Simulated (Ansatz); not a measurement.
# In under changes of volume

One of the cells (26.686 Å³/atom); the others are scaled copies at fixed shape and fractional positions:

```
In
1.0
    -1.88253    1.88253    1.88253
     1.88253   -1.88253    1.88253
     1.88253    1.88253   -1.88253
In
1
Direct
  0.00000 0.00000 0.00000
```

This isn't the form of In at room conditions, which is tetragonal.

| Item | Value |
| --- | --- |
| Program | Ansatz 0.2.0 |
| Functional | PBE0 |
| Potentials or basis | Ansatz PAW |
| Cutoff | 420 eV (not typed: the program's choice for these potentials) |
| k mesh | 6 × 6 × 6 |
| Occupations | fermi-dirac, width 0.05 eV |
| Spin | no spin polarisation |

| volume (Å³/atom) | energy over the lowest point (meV/atom) | pressure (GPa) |
| --- | --- | --- |
| 25.085 | 8.61 | 2.4 |
| 25.618 | ? | ? |
| 26.152 | 0.00 | 0.3 |
| 26.686 | 0.56 | -0.6 |
| 27.220 | 3.93 | -1.4 |
| 27.753 | 9.71 | -2.1 |
| 28.287 | 17.64 | -2.7 |

Task: What does the run at 25.618 Å³/atom give?

Result: Energy over the lowest point 2.51 meV/atom; pressure 1.3 GPa.

Worked out: A Birch-Murnaghan fit of order 3 (a polynomial in V^(-2/3)) to the other rows has its minimum at 26.31 Å³/atom with B0 = V·E''(V) = 45 GPa and B' = 5.1. It gives 2.53 meV/atom at 25.618 Å³/atom, against the run's 2.51, and -dE/dV = 1.3 GPa, against 1.3.

Energies are extrapolated to zero smearing.

Caveats: all runs use coarse meshes; the PAW data sets come from PBE, with cores solved anew for the run's functional, which leaves a small shift of forces and pressure; the thresholds are loose for stress.
